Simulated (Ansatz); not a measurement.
# C (Fd-3m) in Ansatz: a series of runs

The runs below take C through band structure, single point, equation of state, with HSEsol.

Program: Ansatz 0.2.0. These are calculated values, not measurements. Logs are shortened: lines on timing, memory, paths and dates and some standing lists are left out, and cuts for length are marked.

## 1. The structure

Symmetry: Fd-3m, No. 227, cubic system. The conventional cell has a = 3.567 Å, b = 3.567 Å, c = 3.567 Å, α = 90.00°, β = 90.00°, γ = 90.00°. Around C (site symmetry -43m) lie 4 C at 1.54 Å.

This isn't the form of C at room conditions, which is graphite.

## 2. Band structure, HSEsol

Contents of input.yaml:

```yaml
crystal:
  lattice:
    - [0.0, 1.78337, 1.78337]
    - [1.78337, 0.0, 1.78337]
    - [1.78337, 1.78337, 0.0]
  atoms:
    - { symbol: C, position: [0.75, 0.75, 0.75] }
    - { symbol: C, position: [0.5, 0.5, 0.5] }
hamiltonian:
  xc:
    exchange: hjs_pbesol
    correlation: pbesol
    exx: { coeff: 0.25, omega: 0.207 }
  pseudopotentials: { kind: paw }
kpoints:
  mp_grid: { grid: [7, 7, 7] }
  band_path:
    path:
      - [[0.0, 0.0, 0.0], [0.5, 0.0, 0.5], [0.5, 0.25, 0.75], [0.375, 0.375, 0.75], [0.0, 0.0, 0.0], [0.5, 0.5, 0.5], [0.625, 0.25, 0.625], [0.5, 0.25, 0.75], [0.5, 0.5, 0.5], [0.375, 0.375, 0.75]]
      - [[0.625, 0.25, 0.625], [0.5, 0.0, 0.5]]
    npoints: 4
scf:
  occupations: { method: fermi_dirac, width: 0.05 }
  n_extra_bands: 6
output:
  forces: true
  stress: true
  eigenvalues: true
  fatbands: false
```

Potentials or basis: Ansatz PAW.

Started as:

```console
$ ansatz run input.yaml --threads 2 --pin off --max-ram 5632MiB --backend cpu --events-out ev --progress --plain --runs-dir out
```

Output:

```text
Warning: output.stress: scf.convergence.dr2_threshold = 1e-7 eV (the SCF's general default) is looser than the 2e-10 eV advised for a printed stress (1e-10 eV for each atom of the cell: 2). What an SCF threshold leaves in a stress goes as its square root, and in the free energy as the threshold itself, and one threshold admits the most on a small cell: of the crystals measured, under no hybrid functional and no lock of the moments, on runs that ended without the residual-converged pass, on stresses that held no estimate of that error, the worst erred by over 100 MPa in a component at 1e-7 eV an atom and by under 5 at 1e-10. Set scf.convergence.dr2_threshold to 2e-10 eV or tighter. The threshold is an SCF's pass mark: one that does not reach it within its budget of iterations ends unconverged, or closes short of it on a stop that the run arms, and scf.convergence.dr2_threshold's page says what that costs each kind of run
Warning: output.stress: scf.exx.energy_threshold = 1e-6 eV is looser than the 2e-8 eV advised for a stress under a hybrid functional (1e-8 eV for each atom of the cell: 2). Every SCF of the exchange loop can meet its threshold on dr2 while the loop round them stops early: no threshold on dr2 bounds what that leaves in the stress. Set scf.exx.energy_threshold to 2e-8 eV or tighter. The threshold is the loop's pass mark: a loop that does not reach it within its budget of cycles ends unconverged, and scf.exx.energy_threshold's page has the law
Warning: RAYON_NUM_THREADS=2 ignored (pool sized by the plan → 2); use --threads N
scf.n_extra_bands = 6 over 4 filled bands (N_el = 8.0): the run solves 10 bands
Engine: ansatz 0.2.0, aarch64-unknown-linux-gnu
Pseudopotentials: kind: paw
Pseudopotential: C, paw, valence charge 4, recommended cutoff 420 eV (normal), C.paw.azcp
Functional definition: unnamed
  parameter a_1 = 0.25
  parameter omega_1 = 0.207/angstrom
  exchange = pbe_x(mu = 0.12345679012345678) + (-a_1)*hjs_pbesol_x_sr(omega_1) + a_1*exact_x_sr(omega_1)
  correlation = pbe_c(beta = 0.046)
Crystal: 2 atoms, lattice volume = 11.344 Å³
Basis set: ecut = 420 eV, 229 PW (Γ), exchange–correlation on 36×36×36 points (8 copies of the dense FFT grid, shifted against one another)
Bands: 10, of which v1, the nominal top of the filled ones, is band 4 counted from 1 (3 counted from 0)
Symmetry: 48 space group operations
Space group: Fd-3m (ITA 227), of the structure as read, at distance tolerance 2.2e-5 Å
k-points: 20 of 343
Non-local potential: C, projectors of the file, l = 0: 2, l = 1: 2, l = 2: 1
PAW form: soft (Blöchl's): semilocal exchange-correlation on the pseudo side does not see the compensation charge
PAW frozen core: C, regenerated for the run's functional, and the local potential with it (the file was generated under x = pbe(κ = 0.804, μ = 0.2195149727645171), c = pbe(β = 0.06672455060314922))
PAW one-centre angular grid: C, 110 points (default); XC on 64 Gauss nodes
Initial density: superposition of atomic densities (neutral atoms: chi_scale 0, normalization atom), corrected by the library's trained network
Initial wavefunctions: pseudopotential atomic-orbital guess
Functional: x = pbesol(κ = 0.804, μ = 0.12345679012345678), c = pbesol(β = 0.046), warm-up for x = hjs_pbesol + 0.25 (exact − hjs_pbesol) at short range (ω = 0.207 Å⁻¹), c = pbesol(β = 0.046)
SCF iter   1: F=—  HF=-493.329908 eV  |F-HF|=—  |Δ(HF+E_count)|=         —  Δρ=5.28e-3  dr2=2.62e-3  ethr=1.77e-3  ⟨swp⟩=5.5  Hψ=868  notcnv=0
preconditioner: auto → none  [insulator: Δε(μ)=4.098 eV  Ē_g=23.139 eV  σ=0.050 eV  W_gap=1.00  n_scr=0 (ndim 8)  ℏωp=31.2 eV  f_vac=0.000  D(μ)=0.00/eV (n_scr^D=0)]
SCF iter   2: F=-493.329099 eV  HF=-493.329269 eV  |F-HF|=1.70e-4  |Δ(HF+E_count)|=   6.40e-4  Δρ=2.32e-3  dr2=5.09e-4  ethr=3.27e-5  ⟨swp⟩=2.0  Hψ=306  notcnv=0  defer=1
SCF 1 stopped early in 2 iterations: F = -493.329099 eV  dr2 = 5.09e-4
Initial density: handed on by an earlier stage of this run
Initial wavefunctions: those handed on with the density
Functional: x = hjs_pbesol + 0.25 (exact − hjs_pbesol) at short range (ω = 0.207 Å⁻¹), c = pbesol(β = 0.046)
Exchange kernel: α = 0.2500, screened, ω = 0.2070 Å⁻¹, Wigner–Seitz truncation, v(0) = 1045.9514 eV·Å³, q-mesh 7×7×7, nearest image of the exchange supercell L = 17.65 Å, pair-density grid 12×12×12, without the augmentation charges, whose exchange is taken in its separable form by FFT convolution over the k-point mesh (sized by the pseudopotential files, 15×15×15 at the most), smooth part of the exact exchange by density-matrix convolution
Frozen-core exchange: fock
SCF iter   1: F=—  HF=-495.964406 eV  |F-HF|=—  |Δ(HF+E_count)|=         —  Δρ=9.16e-3  dr2=3.94e-3  ethr=6.36e-5  ⟨swp⟩=4.2  Hψ=742  notcnv=0
preconditioner: auto → none  [insulator: Δε(μ)=5.269 eV  Ē_g=25.829 eV  σ=0.050 eV  W_gap=1.00  n_scr=0 (ndim 8)  ℏωp=31.2 eV  f_vac=0.000  D(μ)=0.00/eV (n_scr^D=0)]
SCF iter   2: F=—  HF=-495.962854 eV  |F-HF|=—  |Δ(HF+E_count)|=   1.55e-3  Δρ=3.89e-3  dr2=6.84e-4  ethr=4.47e-5  ⟨swp⟩=2.0  Hψ=313  notcnv=0
iter 3 solved again at ethr=3.60e-7 eV; its pass at ethr=6.96e-6 eV (dr2=2.88e-5 eV) is discarded
SCF iter   3: F=—  HF=-495.964476 eV  |F-HF|=—  |Δ(HF+E_count)|=   1.62e-3  Δρ=8.98e-4  dr2=3.23e-5  ethr=3.60e-7  ⟨swp⟩=2.0  Hψ=614  notcnv=0
SCF iter   4: F=—  HF=-495.964464 eV  |F-HF|=—  |Δ(HF+E_count)|=   1.17e-5  Δρ=2.14e-4  dr2=3.92e-6  ethr=3.58e-7  ⟨swp⟩=2.0  Hψ=280  notcnv=0
SCF iter   5: F=-495.964482 eV  HF=-495.964482 eV  |F-HF|=3.88e-7  |Δ(HF+E_count)|=   1.76e-5  Δρ=8.89e-5  dr2=6.82e-7  ethr=2.01e-8  ⟨swp⟩=3.0  Hψ=444  notcnv=0  defer=1
SCF 2 stopped early in 5 iterations: F = -495.964482 eV  dr2 = 6.82e-7
hybrid outer 1: dexx = +2.106e-3 eV, tail = 9.44e-6 eV
Exchange kernel: α = 0.2500, screened, ω = 0.2070 Å⁻¹, Wigner–Seitz truncation, v(0) = 1045.9514 eV·Å³, q-mesh 7×7×7, nearest image of the exchange supercell L = 17.65 Å, pair-density grid 12×12×12, without the augmentation charges, whose exchange is taken in its separable form by FFT convolution over the k-point mesh (sized by the pseudopotential files, 15×15×15 at the most), smooth part of the exact exchange by density-matrix convolution
Frozen-core exchange: fock
SCF iter   1: F=—  HF=-495.964485 eV  |F-HF|=—  |Δ(HF+E_count)|=         —  Δρ=6.94e-5  dr2=3.24e-7  ethr=5.90e-7  ⟨swp⟩=3.4  Hψ=467  notcnv=0
preconditioner: auto → none  [insulator: Δε(μ)=5.336 eV  Ē_g=25.835 eV  σ=0.050 eV  W_gap=1.00  n_scr=0 (ndim 8)  ℏωp=31.2 eV  f_vac=0.000  D(μ)=0.00/eV (n_scr^D=0)]
SCF iter   2: F=—  HF=-495.964485 eV  |F-HF|=—  |Δ(HF+E_count)|=   6.00e-8  Δρ=1.40e-5  dr2=1.62e-8  ethr=2.87e-9  ⟨swp⟩=3.0  Hψ=342  notcnv=0
SCF iter   3: F=-495.964485 eV  HF=-495.964485 eV  |F-HF|=3.90e-9  |Δ(HF+E_count)|=   1.02e-7  Δρ=9.04e-6  dr2=5.70e-9  ethr=4.73e-11  ⟨swp⟩=3.5  Hψ=473  notcnv=0  defer=1
SCF 3 converged in 3 iterations: F = -495.964485 eV  dr2 = 5.70e-9
  Residual-converged pass: ⟨swp⟩=2.0  Hψ=279  notcnv=0  max |occ|·‖R‖ = 1.9e-6 eV (tolerance 2.4e-6 eV)  dr2=5.68e-9  dr2_onsite=2.22e-10  max |Δocc| = 0.0e0
hybrid outer 2: dexx = +1.598e-7 eV, tail = 1.52e-8 eV, Δε = 2.57e-3 eV (about 1.06e-4 eV left of the loop's levels)
NSCF: frozen V_eff on 42 k-points
hybrid SCF converged: 2 outer / 8 inner (+2 warm-up), last move |dexx| = 1.60e-7 eV, tail = 1.52e-8 eV
Stability not checked: this state was not tested for a lower state beside it, because the functional holds exact exchange (a hybrid, or Hartree-Fock), whose exchange loop this test does not read (fock_operator; see scf.lower_state_search)
Free energy (F): -495.964485 eV
Frozen-core exchange: fock
Harris-Foulkes:  -495.964485 eV  (|F-HF|=3.90e-9)
Internal energy: -495.964485 eV  (E = F + TS)
E sigma→0 (E₀):  -495.964485 eV
Fermi energy:    15.312019 eV
--- Per-component energies (eV) ---
  E_band       = 22.532765
  E_kinetic    = 183.741699
  E_local      = -120.551518  (includes V_loc(G=0)·N_el)
  E_nonlocal   = 52.491746
  E_hartree    = 26.237921
  E_xc         = -78.512236
  E_vxc        = -96.664350  (∫ρ·V_xc dr)
  E_exx        = -18.285255  (= α·E_x^exact, valence–valence)
  E_paw        = -193.120334  (= ΣΔE_a)
  E_vpaw       = -12.390745  (= ΣTr[D̂ρ^β])
  E_aug_tail   = 0.000018  (compensation charges beyond the density's cutoff)
  E_ewald      = -347.961363
  E_core_change = -0.005163  (= ΣΔE_core)
  E_smearing   = -0.000000  (= −TS)
  E_closure    = 0.000000  (closes the sum)
  Σ components = -495.964485   (vs F -495.964485, Δ=0.00e0)
--- Forces (eV/Å), atoms counted from 1 ---
  atom   1  C     -0.00000000    -0.00000000    -0.00000000
  atom   2  C     -0.00000000     0.00000000     0.00000000
  max |Σ_I F_I| component: 2.22e-16 eV/Å
--- Stress (GPa, compression-positive) ---
      -12.543778      -0.000000      -0.000000
       -0.000000     -12.543778       0.000000
        0.000000       0.000000     -12.543778
  P = ⅓ Tr σ = -12.5438 GPa (-125.438 kbar)
--- Band table (eV; the first three rows and the last of 20) ---
  k-point 0: bands = ["-10.8674", "12.6656", "12.6656", "12.6656", "19.6095", "19.6095", "19.6095", "27.9220", "33.2961", "40.9089"]
  k-point 1: bands = ["-10.2567", "9.4358", "11.7981", "11.7981", "20.7531", "20.7531", "21.1778", "28.4178", "34.2150", "37.3383"]
  k-point 2: bands = ["-8.4491", "4.1073", "10.4684", "10.4684", "22.2512", "22.2512", "22.4913", "29.5175", "35.0572", "36.8340"]
  k-point 19: bands = ["-1.6833", "0.1566", "2.6838", "5.4653", "22.1333", "26.0098", "27.4213", "28.2289", "33.8714", "37.7155"]
```

Run time: 46 s. Hardware: 2 threads of Arm Neoverse V1, shared host; peak memory 0.44 GiB.

Results:

- Free energy: -495.9645 eV
- Pressure: -12.5 GPa
- Band gap on the k mesh: 5.34 eV, indirect (least direct gap 6.94 eV)
- Band gap along the path: 5.22 eV, indirect (least direct gap 6.94 eV)

Levels at the corners of the path, in eV from the valence-band top:
```csv
point,band 2,band 3,band 4,band 5,band 6,band 7
Γ,0.00,0.00,0.00,6.94,6.94,6.94
X,-14.06,-6.89,-6.89,5.83,5.83,19.18
W,-13.21,-9.08,-9.08,12.06,12.06,14.23
K,-12.92,-10.17,-5.87,6.82,12.30,16.50
Γ,0.00,0.00,0.00,6.94,6.94,6.94
L,-14.66,-3.07,-3.07,9.98,9.98,10.34
U,-12.92,-10.17,-5.87,6.82,12.30,16.50
W,-13.21,-9.08,-9.08,12.06,12.06,14.23
L,-14.66,-3.07,-3.07,9.98,9.98,10.34
K,-12.92,-10.17,-5.87,6.82,12.30,16.50
U,-12.92,-10.17,-5.87,6.82,12.30,16.50
X,-14.06,-6.89,-6.89,5.83,5.83,19.18
```

Caveat: the k mesh is coarse (spacing up to 0.44 Å⁻¹), so the values aren't converged, least of all with exact exchange; the k mesh misses the band edges, so the gap on the mesh is wider than the one along the path; the pressure holds a Pulay correction of +0.8 GPa for the finite cutoff; the PAW data sets come from PBE, with cores solved anew for the run's functional, which leaves a small shift of forces and pressure; the thresholds are loose for stress.

(Continued in part 2 of 2.)
